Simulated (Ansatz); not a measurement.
**CuAu under changes of volume**

One of the cells (15.351 Å³/atom); the others are scaled copies at fixed shape and fractional positions:

```
CELL_PARAMETERS angstrom
1.44306 0.83315 4.25617
-1.44306 0.83315 4.25617
0.00000 -1.66630 4.25617
ATOMIC_POSITIONS crystal
Au 0.00000 0.00000 0.00000
Cu 0.50000 0.50000 0.50000
```

The cell comes from a database or a generator and needn't be the stable form of this composition.

| Property | Result |
| --- | --- |
| Program | Ansatz 0.2.0 |
| Functional | PBEsol |
| Potentials or basis | all-electron LAPW, scalar-relativistic |
| Cutoff | 273 eV (chosen from the basis error) |
| Basis error allowed | 0.001 eV/atom |
| k mesh | 11 × 11 × 11 |
| Occupations | fermi-dirac, width 0.05 eV |
| Spin | no spin polarisation |

```tsv
volume (Å³/atom)	energy over the lowest point (meV/atom)	pressure (GPa)
14.430	0.00	0.8
14.737	1.77	-2.6
15.044	9.61	-5.5
15.351	?	?
15.658	40.46	-10.3
15.965	62.19	-12.3
16.272	87.38	-14.0
```

What does the run at 15.351 Å³/atom give?

Energy over the lowest point 22.73 meV/atom; pressure -8.1 GPa.

Worked out: A Birch-Murnaghan fit of order 3 (a polynomial in V^(-2/3)) to the other rows has its minimum at 14.50 Å³/atom with B0 = V·E''(V) = 166 GPa and B' = 5.5 at fixed shape and positions, which overstates the stiffness. It gives 22.74 meV/atom at 15.351 Å³/atom, against the run's 22.73, and -dE/dV = -8.1 GPa, against -8.1.

Energies are extrapolated to zero smearing.
